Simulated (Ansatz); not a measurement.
What strain does to NaCl (rocksalt)

NaCl built on the rocksalt prototype, relaxed with r2SCAN in the PAW code Ansatz. Space group Fm-3m (No. 225), cubic; a = 5.605 Å in the conventional setting, 22.02 Å³ an atom. Around Na lie 6 Cl at 2.80 Å; around Cl lie 6 Na at 2.80 Å.

The axes x, y and z are those of this cell:
```xyz
2
Lattice="0.0000 2.8027 2.8027 2.8027 0.0000 2.8027 2.8027 2.8027 0.0000" Properties=species:S:1:pos:R:3 pbc="T T T"
Na    0.0000    0.0000    0.0000
Cl    2.8027    2.8027    2.8027
```

Unstrained: With PBE the gap is 5.180 eV and direct, at Γ. r2SCAN gives a direct gap of 5.975 eV at Γ. HSE06 gives a direct gap of 6.559 eV at Γ. Meshes: PBE 8×8×8, r2SCAN 8×8×8, HSE06 6×6×6. Strains are changes of length per length. After each strain the atoms were relaxed again with r2SCAN within the symmetry that the strain leaves, so tilts or polar shifts that break it weren't tested; points keep the names that they have in the unstrained zone. Calculated for a static, non-magnetic cell.

Changes of the least gap in eV (an overlap counts as a negative gap):

| strain | volume change (%) | space group | PBE | r2SCAN | HSE06 | G0W0@PBE (mesh) | energy rise, r2SCAN (meV/atom) |
| --- | --- | --- | --- | --- | --- | --- | --- |
| epitaxial +1.0 % in the xy plane, free normal strain -0.32 % | +1.7 | I4/mmm | -0.069 | -0.073 | -0.074 | -0.07 | 0.8 |
| isotropic +5.0 % on every length | +15.8 | Fm-3m | -0.525 | -0.560 | -0.567 | -0.52 | 34.9 |
| uniaxial +2.0 % along x | +2.0 | I4/mmm | -0.087 | -0.092 | -0.094 | -0.09 | 1.4 |
| isotropic -2.0 % on every length | -5.9 | Fm-3m | +0.251 | +0.270 | +0.270 | +0.25 | 7.7 |
| epitaxial +2.0 % in the plane normal to [111], free normal strain -1.54 % | +2.4 | R-3m | -0.185 | -0.194 | -0.195 | -0.19 | 2.5 |

Unstrained, G0W0@PBE with 183 empty bands, a screening cutoff of 150 eV and a 4×4×4 mesh gives 7.96 eV on its mesh; the band count follows the volume. G0W0 values are finite-basis, finite-mesh values.

Epitaxial +1.0 % in the xy plane, free normal strain -0.32 %. HSE06: the gap goes from 6.559 to 6.485 eV (-0.074 eV); with r2SCAN the top three valence levels at Γ, degenerate before, become 2+1 from the top over 10 meV. Stress change with r2SCAN, compression positive: xx -0.63, yy -0.63, zz -0.04 GPa.

Isotropic +5.0 % on every length. HSE06: the gap goes from 6.559 to 5.992 eV (-0.567 eV). Stress change with r2SCAN, compression positive: xx -2.87, yy -2.87, zz -2.87 GPa. For HSE06, dE_g/d ln V = -3.9 eV over this step.

Uniaxial +2.0 % along x, other directions held. HSE06: the gap goes from 6.559 to 6.465 eV (-0.094 eV); with r2SCAN the top three valence levels at Γ, degenerate before, become 1+2 from the top over 14 meV. Stress change with r2SCAN, compression positive: xx -1.04, yy -0.22, zz -0.22 GPa.

Isotropic -2.0 % on every length. HSE06: the gap goes from 6.559 to 6.829 eV (+0.270 eV). Stress change with r2SCAN, compression positive: xx +1.93, yy +1.93, zz +1.93 GPa. For HSE06, dE_g/d ln V = -4.4 eV over this step.

Epitaxial +2.0 % in the plane normal to [111], free normal strain -1.54 %. HSE06: the gap goes from 6.559 to 6.364 eV (-0.195 eV); with r2SCAN the top three valence levels at Γ, degenerate before, become 1+2 from the top over 128 meV. Stress change with r2SCAN, compression positive: xx -0.63, yy -0.63, zz -0.63, xy +0.30, xz +0.30, yz +0.30 GPa.

The meshes of the hybrids are coarse, so their gaps aren't converged to the digits shown.

The splittings at Γ are without spin-orbit coupling, which regroups them where it is of like size or larger.
